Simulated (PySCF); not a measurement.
Molecule: `Nc1ccccc1`, C6H7N.

Bonds (- single, = double, # triple, : aromatic): N1-C2 1.381 Å, C2:C3 1.406 Å, C3:C4 1.391 Å, C4:C5 1.395 Å, C5:C6 1.395 Å, C6:C7 1.391 Å, C7:C2 1.406 Å. N1 carries H8, H9; C3 carries H10; C4 carries H11; C5 carries H12; C6 carries H13; C7 carries H14.

Spin–spin couplings on one PBE0-D3(BJ)/def2-SVP geometry, PySCF 2.14, gas phase, non-relativistic, equivalent pairs averaged (spin–dipole term only in couplings to heteroatoms); isotopes 1H; functional B3LYP.

Reference values (Hz): 3J(H10,H11) = 8.0 (measured; solution (compiled); Pretsch, Buehlmann, Badertscher, Structure Determination of Organic Compounds, 4th ed., Springer 2009); 3J(H11,H12) = 7.4 (measured; solution (compiled); Pretsch, Buehlmann, Badertscher, Structure Determination of Organic Compounds, 4th ed., Springer 2009).

Q: How do the couplings (Hz) change with the basis set? Times are CPU seconds on shared hosts with different chips, so compare them loosely. Far from the basis limit: 6-31G-J, pcJ-0, 6-31G*, def2-TZVP, cc-pVTZ.

A: 
| basis set | functions | 3J(H10,H11) | 3J(H11,H12) | mean abs. error | core-s |
| --- | --- | --- | --- | --- | --- |
| 6-31G-J | 112 | 9.7 | 8.8 | 1.5 | 22 |
| pcJ-0 | 112 | 7.8 | 7.1 | 0.2 | 19 |
| 6-31G* | 112 | 7.6 | 6.9 | 0.4 | 13 |
| pcJ-1 | 259 | 8.9 | 8.2 | 0.8 | 43 |
| def2-TZVP | 259 | 6.9 | 6.2 | 1.1 | 75 |
| cc-pVTZ | 308 | 7.2 | 6.5 | 0.9 | 58 |

Errors compare magnitudes, without vibrational corrections, and the largest couplings weigh most in the mean. Closest: pcJ-0 and 6-31G*, practically level; furthest: 6-31G-J.

The Fermi-contact term samples the wavefunction at the nucleus, which is why sets with added tight s functions (names with J) are made for couplings. Agreement of an ordinary basis with the reference is then largely a cancellation of errors.
